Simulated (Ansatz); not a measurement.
# Fe: energy against total moment, part 2 of 2

Aim: map the free energy of Fe against its total moment. A free run comes first, then runs with N↑ − N↓ held fixed. System: Fe, its experimental structure (space group Fm-3m); the cell holds 1 atom. Source: COD entry 9012709.

Ansatz 0.2.0; DFT PBE, PAW, plane waves, scalar-relativistic.

**8. Total moment fixed at 0.57 μB**

The COD cell was measured well above room temperature, so it is larger than a cold one.

Input file input.yaml:

```yaml
crystal:
  lattice:
    - [0.0, 1.826, 1.826]
    - [1.826, 0.0, 1.826]
    - [1.826, 1.826, 0.0]
  atoms:
    - { symbol: Fe, position: [0.0, 0.0, 0.0], spin: 0.57 }
magnetization:
  spin_polarized: true
  initial_magnetization: 0.57
  spin_locking: { lock_magnetization: hard }
hamiltonian:
  xc: pbe
  pseudopotentials: { kind: paw }
basis:
  ecutwfc: 420
kpoints:
  mp_grid: { grid: [12, 12, 12] }
scf:
  occupations: { method: fermi_dirac, width: 0.1 }
  lower_state_search: "off"
  max_iter: 150
output:
  forces: true
  stress: true
```

Output (excerpt; [...] marks lines left out):

```text
[... 20 lines as in an earlier run ...]
Starting moments: Σ|m| = 0.57 μB on 1 of 1 site
[... 2 lines as in an earlier run ...]
SCF iter   1: F=—  HF=-4480.281196 eV  |F-HF|=—  |Δ(HF+E_count)|=         —  Δρ=5.25e-2 (↑4.03e-2 ↓5.25e-2)  dr2=6.29e-1  dr2_m=1.09e-2  M=0.570 μB ∫|m|=0.574 μB  β_m=0.30  ethr=3.10e-3  ⟨swp⟩=4.5  Hψ=9024  notcnv=0
[...]
SCF iter   9: F=-4480.168512 eV  HF=-4480.168512 eV  |F-HF|=8.64e-11  |Δ(HF+E_count)|=   1.26e-8  Δρ=7.56e-7 (↑7.56e-7 ↓6.63e-7)  dr2=1.20e-10  dr2_m=1.02e-11  M=0.570 μB ∫|m|=0.618 μB  ethr=5.12e-10  ⟨swp⟩=2.2  Hψ=5777  notcnv=0
[...]
SCF converged after 9 iterations
[... 1 line as in an earlier run ...]
Magnetization: 0.5700 μB (8.2850 up, 7.7150 down)
Absolute magnetization: 0.6182 μB (∫|ρ↑−ρ↓|, with the PAW one-centre terms)
Spin contamination: 0.0578 ħ² per cell (⟨S²⟩ above its minimum at these occupations)
Per-site moments (μB) at R_I (Å): [(0.5854475191711742, 1.0652210105184747)]
Free energy (F): -4480.168512 eV
[...]
E sigma→0 (E₀):  -4480.136895 eV
Entropy (-TS):   -0.063234 eV (-63.234 meV/atom)
Fermi energy:    16.991202 (↑ 16.886333, ↓ 17.096071) eV
[... 15 lines left out: energy terms ...]
--- Forces (eV/Å), atoms counted from 1 ---
  atom   1  Fe    -0.00000000     0.00000000    -0.00000000
[...]
--- Stress (GPa, compression-positive) ---
      -29.859202      -0.000000      -0.000000
       -0.000000     -29.859202      -0.000000
       -0.000000      -0.000000     -29.859202
  P = ⅓ Tr σ = -29.8592 GPa (-298.592 kbar)
```

Run time: 1 s. Hardware: 2 threads of an x86-64 CPU, shared host; peak memory 0.38 GiB.

Site moments Fe1 0.59 μB, total 0.57 μB; the free energy is 172 meV per cell above that of step 2.

**9. Total moment fixed at 1.7 μB**

input.yaml, as its differences from that of step 8:

```diff
@@ -6,6 +6,6 @@
   atoms:
-    - { symbol: Fe, position: [0.0, 0.0, 0.0], spin: 0.57 }
+    - { symbol: Fe, position: [0.0, 0.0, 0.0], spin: 1.7 }
 magnetization:
   spin_polarized: true
-  initial_magnetization: 0.57
+  initial_magnetization: 1.7
   spin_locking: { lock_magnetization: hard }
```

Output (excerpt; [...] marks lines left out):

```text
[... 20 lines as in an earlier run ...]
Starting moments: Σ|m| = 1.7 μB on 1 of 1 site
[... 2 lines as in an earlier run ...]
[...]
SCF iter   1: F=—  HF=-4480.246813 eV  |F-HF|=—  |Δ(HF+E_count)|=         —  Δρ=5.75e-2 (↑2.22e-2 ↓5.75e-2)  dr2=3.99e-1  dr2_m=6.25e-2  M=1.700 μB ∫|m|=1.709 μB  β_m=0.30  ethr=2.49e-3  ⟨swp⟩=1.0  Hψ=12018  notcnv=0
[...]
SCF iter   7: F=-4480.273799 eV  HF=-4480.273799 eV  |F-HF|=1.11e-8  |Δ(HF+E_count)|=   8.53e-7  Δρ=1.06e-5 (↑1.06e-5 ↓8.83e-6)  dr2=3.55e-9  dr2_m=9.37e-9  M=1.700 μB ∫|m|=1.798 μB  ethr=6.25e-10  ⟨swp⟩=3.3  Hψ=7221  notcnv=0
[...]
SCF converged after 7 iterations
[... 1 line as in an earlier run ...]
Magnetization: 1.7000 μB (8.8500 up, 7.1500 down)
Absolute magnetization: 1.7978 μB (∫|ρ↑−ρ↓|, with the PAW one-centre terms)
Spin contamination: 0.0289 ħ² per cell (⟨S²⟩ above its minimum at these occupations)
Per-site moments (μB) at R_I (Å): [(1.743284958874182, 1.0652210105184747)]
Free energy (F): -4480.273799 eV
[...]
E sigma→0 (E₀):  -4480.239573 eV
Entropy (-TS):   -0.068452 eV (-68.452 meV/atom)
Fermi energy:    17.014182 (↑ 16.939721, ↓ 17.088642) eV
[... 15 lines left out: energy terms ...]
--- Forces (eV/Å), atoms counted from 1 ---
  atom   1  Fe    -0.00000000     0.00000000    -0.00000000
[...]
--- Stress (GPa, compression-positive) ---
      -18.529104       0.000000       0.000000
       -0.000000     -18.529104      -0.000000
        0.000000       0.000000     -18.529104
  P = ⅓ Tr σ = -18.5291 GPa (-185.291 kbar)
```

It took 0.97 s on 2 threads of an x86-64 CPU, shared host; peak memory 0.35 GiB.

Moments: Fe1 1.74 μB; total 1.70 μB per cell; the free energy is 66 meV per cell above that of step 2.

**10. Total moment fixed at 2.83 μB**

input.yaml, as its differences from that of step 9:

```diff
@@ -6,6 +6,6 @@
   atoms:
-    - { symbol: Fe, position: [0.0, 0.0, 0.0], spin: 1.7 }
+    - { symbol: Fe, position: [0.0, 0.0, 0.0], spin: 2.83 }
 magnetization:
   spin_polarized: true
-  initial_magnetization: 1.7
+  initial_magnetization: 2.83
   spin_locking: { lock_magnetization: hard }
```

Output (excerpt; [...] marks lines left out):

```text
[... 20 lines as in an earlier run ...]
Starting moments: Σ|m| = 2.83 μB on 1 of 1 site
[... 2 lines as in an earlier run ...]
[...]
SCF iter   1: F=—  HF=-4480.144518 eV  |F-HF|=—  |Δ(HF+E_count)|=         —  Δρ=5.15e-2 (↑1.18e-2 ↓5.15e-2)  dr2=1.76e-1  dr2_m=8.84e-2  M=2.830 μB ∫|m|=2.834 μB  β_m=0.30  ethr=1.10e-3  ⟨swp⟩=1.0  Hψ=12645  notcnv=0
[...]
SCF iter   8: F=-4480.300306 eV  HF=-4480.300306 eV  |F-HF|=1.80e-10  |Δ(HF+E_count)|=   4.48e-9  Δρ=1.66e-6 (↑1.43e-6 ↓1.66e-6)  dr2=5.52e-10  dr2_m=9.43e-11  M=2.830 μB ∫|m|=2.897 μB  ethr=1.44e-10  ⟨swp⟩=1.7  Hψ=6072  notcnv=0
[...]
SCF converged after 8 iterations
[... 1 line as in an earlier run ...]
an eigenvalue changed by more than its tolerance at an iteration that met the thresholds in force, so the SCF went on 1 time: the last check found none over its tolerance
Magnetization: 2.8300 μB (9.4150 up, 6.5850 down)
Absolute magnetization: 2.8974 μB (∫|ρ↑−ρ↓|, with the PAW one-centre terms)
Spin contamination: 0.0394 ħ² per cell (⟨S²⟩ above its minimum at these occupations)
Per-site moments (μB) at R_I (Å): [(2.8434170812355837, 1.0652210105184747)]
Free energy (F): -4480.300306 eV
[...]
E sigma→0 (E₀):  -4480.283743 eV
Entropy (-TS):   -0.033126 eV (-33.126 meV/atom)
Fermi energy:    17.584315 (↑ 17.976800, ↓ 17.191829) eV
[... 15 lines left out: energy terms ...]
--- Forces (eV/Å), atoms counted from 1 ---
  atom   1  Fe    -0.00000000     0.00000000    -0.00000000
[...]
--- Stress (GPa, compression-positive) ---
        3.710236       0.000000      -0.000000
       -0.000000       3.710236       0.000000
        0.000000      -0.000000       3.710236
  P = ⅓ Tr σ = 3.7102 GPa (37.102 kbar)
```

Run time: 1.1 s. Hardware: 2 threads of an x86-64 CPU, shared host; peak memory 0.37 GiB.

Site moments Fe1 2.84 μB, total 2.83 μB; the free energy is 40 meV per cell above that of step 2.

**11. Total moment fixed at 3.96 μB**

input.yaml, as its differences from that of step 10:

```diff
@@ -6,6 +6,6 @@
   atoms:
-    - { symbol: Fe, position: [0.0, 0.0, 0.0], spin: 2.83 }
+    - { symbol: Fe, position: [0.0, 0.0, 0.0], spin: 3.96 }
 magnetization:
   spin_polarized: true
-  initial_magnetization: 2.83
+  initial_magnetization: 3.96
   spin_locking: { lock_magnetization: hard }
```

Output (excerpt; [...] marks lines left out):

```text
[... 20 lines as in an earlier run ...]
Starting moments: Σ|m| = 3.96 μB on 1 of 1 site
[... 2 lines as in an earlier run ...]
[...]
SCF iter   1: F=—  HF=-4478.589715 eV  |F-HF|=—  |Δ(HF+E_count)|=         —  Δρ=4.12e-2 (↑4.12e-2 ↓3.21e-2)  dr2=3.62e-1  dr2_m=3.98e-2  M=3.960 μB ∫|m|=3.960 μB  β_m=0.30  ethr=2.26e-3  ⟨swp⟩=1.0  Hψ=12636  notcnv=0
[...]
SCF iter   7: F=-4478.700965 eV  HF=-4478.700965 eV  |F-HF|=7.83e-9  |Δ(HF+E_count)|=   1.28e-6  Δρ=8.75e-6 (↑8.75e-6 ↓3.56e-6)  dr2=8.56e-9  dr2_m=2.16e-9  M=3.960 μB ∫|m|=3.960 μB  ethr=6.25e-10  ⟨swp⟩=4.1  Hψ=5753  notcnv=0
[...]
SCF converged after 7 iterations
[... 1 line as in an earlier run ...]
Magnetization: 3.9600 μB (9.9800 up, 6.0200 down)
Absolute magnetization: 3.9600 μB (∫|ρ↑−ρ↓|, with the PAW one-centre terms)
Spin contamination: 0.0111 ħ² per cell (⟨S²⟩ above its minimum at these occupations)
Per-site moments (μB) at R_I (Å): [(3.68812009416567, 1.0652210105184747)]
Free energy (F): -4478.700965 eV
[...]
E sigma→0 (E₀):  -4478.683740 eV
Entropy (-TS):   -0.034451 eV (-34.451 meV/atom)
Fermi energy:    19.592446 (↑ 22.385065, ↓ 16.799827) eV
[... 15 lines left out: energy terms ...]
--- Forces (eV/Å), atoms counted from 1 ---
  atom   1  Fe    -0.00000000     0.00000000     0.00000000
[...]
--- Stress (GPa, compression-positive) ---
       43.927466      -0.000000      -0.000000
        0.000000      43.927466       0.000000
        0.000000       0.000000      43.927466
  P = ⅓ Tr σ = 43.9275 GPa (439.275 kbar)
```

Run time: 0.86 s. Hardware: 2 threads of an x86-64 CPU, shared host; peak memory 0.38 GiB.

Site moments Fe1 3.69 μB, total 3.96 μB; the free energy is 1639 meV per cell above that of step 2.

**12. Usual moment scaled by 0.1, free total moment**

input.yaml, as its differences from that of step 11:

```diff
@@ -6,7 +6,5 @@
   atoms:
-    - { symbol: Fe, position: [0.0, 0.0, 0.0], spin: 3.96 }
+    - { symbol: Fe, position: [0.0, 0.0, 0.0], spin: 0.4 }
 magnetization:
   spin_polarized: true
-  initial_magnetization: 3.96
-  spin_locking: { lock_magnetization: hard }
 hamiltonian:
@@ -21,3 +19,2 @@
   lower_state_search: "off"
-  max_iter: 150
 output:
```

Output (excerpt; [...] marks lines left out):

```text
[... 19 lines as in an earlier run ...]
Starting moments: Σ|m| = 0.4 μB on 1 of 1 site
[... 2 lines as in an earlier run ...]
SCF iter   1: F=—  HF=-4480.284942 eV  |F-HF|=—  |Δ(HF+E_count)|=         —  Δρ=4.79e-2 (↑4.79e-2 ↓4.55e-2)  dr2=6.46e-1  dr2_m=3.41e-3  M=0.347 μB ∫|m|=0.351 μB  β_m=0.30  ethr=3.10e-3  ⟨swp⟩=4.5  Hψ=9025  notcnv=0
[...]
spin-set hold released at iteration 19 (site moments' squared step at or under half its running peak, from the soft ceiling on): the magnetisation degrees of freedom join the quasi-Newton model from the next iteration; the mixer history was flushed
[...]
SCF iter  38: F=-4480.340132 eV  HF=-4480.340132 eV  |F-HF|=8.38e-9  |Δ(HF+E_count)|=   2.45e-7  Δρ=1.55e-5 (↑1.55e-5 ↓1.46e-5)  dr2=3.51e-10  dr2_m=2.48e-8  M=2.567 μB ∫|m|=2.678 μB  ethr=1.13e-10  ⟨swp⟩=3.5  Hψ=4978  notcnv=0
[...]
SCF converged after 38 iterations
Magnetization: 2.5666 μB (9.2833 up, 6.7167 down)
Absolute magnetization: 2.6783 μB (∫|ρ↑−ρ↓|, with the PAW one-centre terms)
Spin contamination: 0.0451 ħ² per cell (⟨S²⟩ above its minimum at these occupations)
Per-site moments (μB) at R_I (Å): [(2.611849190803439, 1.0652210105184747)]
Free energy (F): -4480.340132 eV
[...]
E sigma→0 (E₀):  -4480.318959 eV
Entropy (-TS):   -0.042345 eV (-42.345 meV/atom)
Fermi energy:    17.240102 eV
[... 15 lines left out: energy terms ...]
--- Forces (eV/Å), atoms counted from 1 ---
  atom   1  Fe    -0.00000000     0.00000000     0.00000000
[...]
--- Stress (GPa, compression-positive) ---
       -2.416928      -0.000000      -0.000000
       -0.000000      -2.416928       0.000000
       -0.000000       0.000000      -2.416928
  P = ⅓ Tr σ = -2.4169 GPa (-24.169 kbar)
```

Run time: 2.5 s. Hardware: 2 threads of an x86-64 CPU, shared host; peak memory 0.35 GiB.

Moments: Fe1 2.61 μB; total 2.57 μB per cell; the free energy is that of step 2 within 0.5 meV.

**13. Energy against moment**

```csv
M (μB/cell),above lowest (meV/cell),moments of Fe1 (μB),pressure (GPa)
0.00,208,0.00,-32.5
0.57,172,0.59,-29.9
1.13,113,1.16,-25.5
1.70,66,1.74,-18.5
2.26,18,2.31,-8.8
2.83,40,2.84,3.7
3.39,511,3.28,20.8
3.96,1639,3.69,43.9
4.53,3505,4.10,78.2
```

The 11 runs of this session took 12 s in all, from 0.59 s to 2.5 s each.

M (μB), meV per cell and a bar:
```
     0.00        208 ##
     0.57        172 #
     1.13        113 #
     1.70         66 
     2.26         18 
     2.83         40 
     3.39        511 ####
     3.96       1639 ##############
     4.53       3505 ##############################
```

**14. What came out**

This closing draws on all 2 parts.

```
                                                      quantity                                     value
                                       lowest fixed-moment run  M = 2.26 μB, 18 meV above the lowest run
                                              free runs end at          2.57 μB (0 meV), 2.57 μB (0 meV)
cost of M = 0 (from this start; opposed moments can cost less)                          208 meV per cell
                                         cost of the largest M              3505 meV per cell at 4.53 μB
```

In words: Among the fixed runs the energy is least at M = 2.26 μB. With the constraint off the moment settles at 2.57 μB, the lowest energy of all runs.
